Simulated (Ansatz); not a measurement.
# PbTe: band gap under strain

How does strain move the band edges of PbTe built on the rocksalt prototype, and do the functionals agree on it? States: -5.7 % strain along [111] alone; +4.8 % shear in the xy plane; -5.6 % equal strain in all directions.

The runs shown are made with Ansatz 0.2.0. PAW datasets, plane waves. (Simulation; spin polarisation is off.)

## (1) The system as given

The unstrained cell was relaxed with r2SCAN; in each strained cell the atoms were relaxed again with r2SCAN. Names of k-points are those of the unstrained zone, where strain can split equivalent points. First state: -5.7 % strain along [111] alone.

It is trigonal, R-3m (No. 166); conventional cell a = 4.621 Å, c = 10.670 Å, 32.89 Å³ an atom. Around Pb lie 6 Te at 3.21 Å; around Te lie 6 Pb at 3.21 Å.

Structure file:

```cif
data_structure
_symmetry_space_group_name_H-M 'P 1'
_symmetry_Int_Tables_number 1
_cell_length_a 4.4463
_cell_length_b 4.4463
_cell_length_c 4.4463
_cell_angle_alpha 62.623
_cell_angle_beta 62.623
_cell_angle_gamma 62.623
_cell_volume 65.79
loop_
_atom_site_label
_atom_site_type_symbol
_atom_site_fract_x
_atom_site_fract_y
_atom_site_fract_z
_atom_site_occupancy
Pb1 Pb 0.00000 0.00000 0.00000 1
Te1 Te 0.50000 0.50000 0.50000 1
```

## (2) -5.7 % strain along [111] alone: PBE

Input file input.yaml:

```yaml
crystal:
  lattice:
    - [-0.1250492235, 3.1427876285, 3.1427876285]
    - [3.1427876285, -0.1250492235, 3.1427876285]
    - [3.1427876285, 3.1427876285, -0.1250492235]
  atoms:
    - { symbol: Pb, position: [0.0, 0.0, 0.0] }
    - { symbol: Te, position: [0.5, 0.5, 0.5] }
kpoints:
  mp_grid: { grid: [8, 8, 8] }
  band_path:
    path:
      - [0.0, 0.0, 0.0]
      - [0.5, 0.0, 0.5]
      - [0.625, 0.25, 0.625]
      - [0.375, 0.375, 0.75]
      - [0.5, 0.5, 0.5]
      - [0.5, 0.25, 0.75]
      - [0.0, 0.0, 0.5]
    npoints: 1
hamiltonian:
  xc: pbe
scf:
  occupations: { method: fermi_dirac, width: 0.02 }
  n_extra_bands: 4
output:
  forces: true
  stress: true
  eigenvalues: true
```

Launch:

```sh
> ansatz run input.yaml --threads 4 --pin off --max-ram 3686MiB --backend cpu --events-out ev --progress --plain --runs-dir out
```

After this run come: -5.7 % strain along [111] alone: r2SCAN; -5.7 % strain along [111] alone: HSE06; +4.8 % shear in the xy plane: PBE; +4.8 % shear in the xy plane: r2SCAN; +4.8 % shear in the xy plane: HSE06; -5.6 % equal strain in all directions: PBE; -5.6 % equal strain in all directions: r2SCAN; -5.6 % equal strain in all directions: HSE06.

Q: Predict the outcome of this session.

**Answer**, as computed:

Least gap in eV (negative: overlap):

```
                                state   PBE  r2SCAN  HSE06
      -5.7 % strain along [111] alone  0.27    0.52   0.61
         +4.8 % shear in the xy plane  0.56    0.82   0.93
-5.6 % equal strain in all directions  0.37    0.63   0.69
```

In words: Where both were run, the HSE06 gap lies +0.32 to +0.37 eV from PBE's, each on its own k points. In PBE the gap is least under -5.7 % strain along [111] alone (0.27 eV) and largest under +4.8 % shear in the xy plane (0.56 eV). Spin-orbit coupling is left out of the table, though the cell holds Pb (Z = 82); in an element this heavy it can shift bands and gaps by tenths of an eV.
